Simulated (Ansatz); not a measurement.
# Pb (P-1) in Ansatz: convergence with xc grid

Aim: find how far xc grid must go before the results for Pb settle, at PBEsol. This setting moves, with any that are tied to it; all else stays.

Everything below comes from runs of Ansatz 0.2.0. Logs are shortened: lines on timing, memory, paths and dates and some standing lists are left out, and cuts for length are marked.

## 1. The cell of the first run

The typed cell holds 1 atom: a = 3.478 Å, b = 3.476 Å, c = 3.500 Å, α = 61.23°, β = 60.11°, γ = 60.46°.

The cell isn't the ideal one: cell strained at random at fixed volume.

## 2. With xc grid 1

Input file input.yaml:

```yaml
crystal:
  lattice:
    - [-0.006963, 2.469684, 2.448429]
    - [2.447587, -0.026983, 2.468449]
    - [2.453824, 2.495941, -0.03322]
  atoms:
    - { symbol: Pb, position: [-0.012365, 0.007087, 0.01656] }
hamiltonian:
  xc: pbesol
  pseudopotentials: { kind: paw }
kpoints:
  mp_grid: { grid: [7, 7, 7] }
scf:
  occupations: { method: methfessel_paxton, width: 0.05 }
output:
  forces: true
  stress: true
  eigenvalues: true
basis:
  xc_grid: 1
```

Potentials or basis: Ansatz PAW.

On the command line:

```
> ansatz run input.yaml --threads 2 --pin off --max-ram 5632MiB --backend cpu --events-out ev --progress --plain --runs-dir out
```

Output:

```text
Warning: RAYON_NUM_THREADS=2 ignored (pool sized by the plan → 2); use --threads N
Engine: ansatz 0.2.0, aarch64-unknown-linux-gnu
Pseudopotentials: kind: paw
Pseudopotential: Pb, paw, valence charge 14, recommended cutoff 420 eV (normal), Pb.paw.azcp
Functional definition: PBEsol
  exchange = pbesol_x
  correlation = pbesol_c
Crystal: 1 atoms, lattice volume = 30.323 Å³
Basis set: ecut = 420 eV, 587 PW (Γ)
Bands: 11, of which v1, the nominal top of the filled ones, is band 7 counted from 1 (6 counted from 0)
Symmetry: 2 space group operations
Space group: P-1 (ITA 2), of the structure as read, at distance tolerance 3.1e-5 Å
k-points: 172 of 343
Non-local potential: Pb, projectors of the file, l = 0: 2, l = 1: 2, l = 2: 2, l = 3: 2
PAW form: soft (Blöchl's): semilocal exchange-correlation on the pseudo side does not see the compensation charge
PAW frozen core: Pb, regenerated for the run's functional, and the local potential with it (the file was generated under x = pbe(κ = 0.804, μ = 0.2195149727645171), c = pbe(β = 0.06672455060314922))
PAW one-centre angular grid: Pb, 590 points (default); XC on 64 Gauss nodes
Initial density: superposition of atomic densities (neutral atoms: chi_scale 0, normalization atom), corrected by the library's trained network
Initial wavefunctions: pseudopotential atomic-orbital guess
Functional: x = pbesol(κ = 0.804, μ = 0.12345679012345678), c = pbesol(β = 0.046)
SCF iter   1: F=—  HF=-11754.953081 eV  |F-HF|=—  |Δ(HF+E_count)|=         —  Δρ=2.37e-3  dr2=1.02e-3  ethr=1.77e-3  ⟨swp⟩=5.9  Hψ=12509  notcnv=0
preconditioner: auto → none  [metal: Δε(μ)=0.001 eV  Ē_g=19.865 eV  σ=0.050 eV  W_gap=0.01  n_scr=8 (ndim 8)  ℏωp=25.2 eV  f_vac=0.000  D(μ)=1.04/eV (n_scr^D=8)  sad-step TF]
SCF iter   2: F=—  HF=-11754.952547 eV  |F-HF|=—  |Δ(HF+E_count)|=   5.33e-4  S|Δr|=    0.00e0  Δρ=1.51e-3  dr2=4.50e-4  ethr=7.26e-6  ⟨swp⟩=2.5  Hψ=4541  notcnv=0
SCF iter   3: F=—  HF=-11754.952464 eV  |F-HF|=—  |Δ(HF+E_count)|=   8.39e-5  S|Δr|=    0.00e0  Δρ=7.13e-4  dr2=1.28e-4  ethr=3.21e-6  ⟨swp⟩=2.0  Hψ=3088  notcnv=0
SCF iter   4: F=—  HF=-11754.952412 eV  |F-HF|=—  |Δ(HF+E_count)|=   5.21e-5  S|Δr|=    0.00e0  Δρ=2.39e-4  dr2=1.45e-5  ethr=9.11e-7  ⟨swp⟩=2.4  Hψ=3113  notcnv=0
SCF iter   5: F=—  HF=-11754.952405 eV  |F-HF|=—  |Δ(HF+E_count)|=   6.46e-6  S|Δr|=    0.00e0  Δρ=2.97e-5  dr2=2.06e-7  ethr=1.04e-7  ⟨swp⟩=2.1  Hψ=2927  notcnv=0
SCF iter   6: F=-11754.952405 eV  HF=-11754.952405 eV  |F-HF|=5.91e-9  |Δ(HF+E_count)|=   4.18e-8  S|Δr|=    0.00e0  Δρ=3.85e-6  dr2=5.94e-9  ethr=7.14e-10  ⟨swp⟩=6.8  Hψ=9661  notcnv=0
SCF 1 converged in 6 iterations: F = -11754.952405 eV  dr2 = 5.94e-9
SCF converged after 6 iterations
Stability not checked: this state was not tested for a lower state beside it, because cold or Methfessel-Paxton smearing, or corrected tetrahedra, fill the levels in a way that the test cannot read (fill_not_monotonic; see scf.lower_state_search)
Free energy (F): -11754.952405 eV
Harris-Foulkes:  -11754.952405 eV  (|F-HF|=5.91e-9)
Internal energy: -11754.952261 eV  (E = F + TS)
E sigma→0 (E₀):  -11754.952369 eV
Entropy (-TS):   -0.000144 eV (-0.144 meV/atom)
Fermi energy:    10.664721 eV
--- Per-component energies (eV) ---
  E_band       = -38.415923
  E_kinetic    = 289.154656
  E_local      = -1017.118964  (includes V_loc(G=0)·N_el)
  E_nonlocal   = 351.575053
  E_hartree    = 402.951213
  E_xc         = -219.228920
  E_vxc        = -133.009752  (∫ρ·V_xc dr)
  E_paw        = -10255.355808  (= ΣΔE_a)
  E_vpaw       = -334.922461  (= ΣTr[D̂ρ^β])
  E_aug_tail   = 0.000046  (compensation charges beyond the density's cutoff)
  E_ewald      = -1306.991654
  E_core_change = 0.062117  (= ΣΔE_core)
  E_smearing   = -0.000144  (= −TS)
  E_closure    = -0.000000  (closes the sum)
  Σ components = -11754.952405   (vs F -11754.952405, Δ=0.00e0)
--- Forces (eV/Å), atoms counted from 1 ---
  atom   1  Pb     0.00000000     0.00000000     0.00000000
  max |Σ_I F_I| component: 0.00e0 eV/Å
--- Stress (GPa, compression-positive) ---
       -0.051092      -0.096573       0.061680
       -0.096573      -0.170844       0.551411
        0.061680       0.551411       0.329780
  P = ⅓ Tr σ = 0.0359 GPa (0.359 kbar)
--- Band table (eV; the first three rows and the last of 172) ---
  k-point 0: bands = ["-6.2245", "-6.2009", "-6.1960", "-6.0734", "-6.0540", "-0.9715", "17.9641", "18.1707", "18.4555", "20.5600", "22.0335"]
  k-point 1: bands = ["-6.2190", "-6.1868", "-6.1739", "-6.0669", "-6.0524", "-0.5860", "14.6329", "17.7662", "17.9794", "20.1362", "23.3927"]
  k-point 2: bands = ["-6.2253", "-6.1819", "-6.1677", "-6.0111", "-6.0051", "0.5529", "10.3792", "17.0481", "17.1654", "19.8452", "21.8875"]
  k-point 171: bands = ["-6.2111", "-6.1777", "-6.1645", "-5.9617", "-5.9455", "2.9475", "7.0782", "13.7597", "15.4346", "18.5936", "21.9788"]
```

It took 1.7 s on 2 threads of Arm Neoverse V1, shared host; peak memory 0.32 GiB.

Results:

| Quantity | Value |
| --- | --- |
| Free energy | -11754.9524 eV |
| Pressure | 0.0 GPa |
| Band gap on the k mesh | none (metal or under the smearing width) |

## 3. With xc grid 2

input.yaml: that of step 2 with these lines changed.

```diff
@@ -19,2 +19,2 @@
 basis:
-  xc_grid: 1
+  xc_grid: 2
```

Potentials or basis: Ansatz PAW.

On the command line:

```
> ansatz run input.yaml --threads 2 --pin off --max-ram 5632MiB --backend cpu --events-out ev --progress --plain --runs-dir out
```

Run time: 1.7 s. Hardware: 2 threads of Arm Neoverse V1, shared host; peak memory 0.33 GiB.

What came out:

```
Free energy            : -11754.9524 eV
Pressure               : 0.0 GPa
Band gap on the k mesh : none (metal or under the smearing width)
```

## 4. With xc grid 3

input.yaml: that of step 3 with these lines changed.

```diff
@@ -19,2 +19,2 @@
 basis:
-  xc_grid: 2
+  xc_grid: 3
```

On the command line:

```
> ansatz run input.yaml --threads 2 --pin off --max-ram 5632MiB --backend cpu --events-out ev --progress --plain --runs-dir out
```

Wall time 2.3 s (2 threads of Arm Neoverse V1, shared host); peak memory 0.34 GiB.

The run converged. Its results:

| Item | Value |
| --- | --- |
| Free energy | -11754.9524 eV |
| Pressure | 0.0 GPa |
| Band gap on the k mesh | none (metal or under the smearing width) |

## 5. With xc grid 4

input.yaml: that of step 4 with these lines changed.

```diff
@@ -19,2 +19,2 @@
 basis:
-  xc_grid: 3
+  xc_grid: 4
```

On the command line:

```
> ansatz run input.yaml --threads 2 --pin off --max-ram 5632MiB --backend cpu --events-out ev --progress --plain --runs-dir out
```

Wall time 1.9 s (2 threads of Arm Neoverse V1, shared host); peak memory 0.36 GiB.

It converged, with:

- Free energy: -11754.9524 eV
- Pressure: 0.0 GPa
- Band gap on the k mesh: none (metal or under the smearing width)

## 6. With xc grid 5

input.yaml: that of step 5 with these lines changed.

```diff
@@ -19,2 +19,2 @@
 basis:
-  xc_grid: 4
+  xc_grid: 5
```

Potentials or basis: Ansatz PAW.

On the command line:

```
> ansatz run input.yaml --threads 2 --pin off --max-ram 5632MiB --backend cpu --events-out ev --progress --plain --runs-dir out
```

It took 2.1 s on 2 threads of Arm Neoverse V1, shared host; peak memory 0.4 GiB.

It converged, with:

- Free energy: -11754.9524 eV
- Pressure: 0.0 GPa
- Band gap on the k mesh: none (metal or under the smearing width)

## 7. The series at a glance

| xc grid | energy less the tightest run, at zero smearing (meV/atom) | SCF cycles | CPU time (s) | peak memory (GiB) |
| --- | --- | --- | --- | --- |
| 1 | 0.00 | 6 | 3.2 | 0.32 |
| 2 | 0.00 | 6 | 3.2 | 0.33 |
| 3 | 0.00 | 6 | 3.8 | 0.34 |
| 4 | 0.00 | 6 | 3.5 | 0.36 |
| 5 | 0.00 | 6 | 3.9 | 0.4 |

Against the tightest run, the energy stays within 1 meV/atom from 1 on. The tightest run that finished is the yardstick and may itself not be fully converged.

Caveats: the PAW data sets come from PBE, with cores solved anew for the run's functional, which leaves a small shift of forces and pressure.
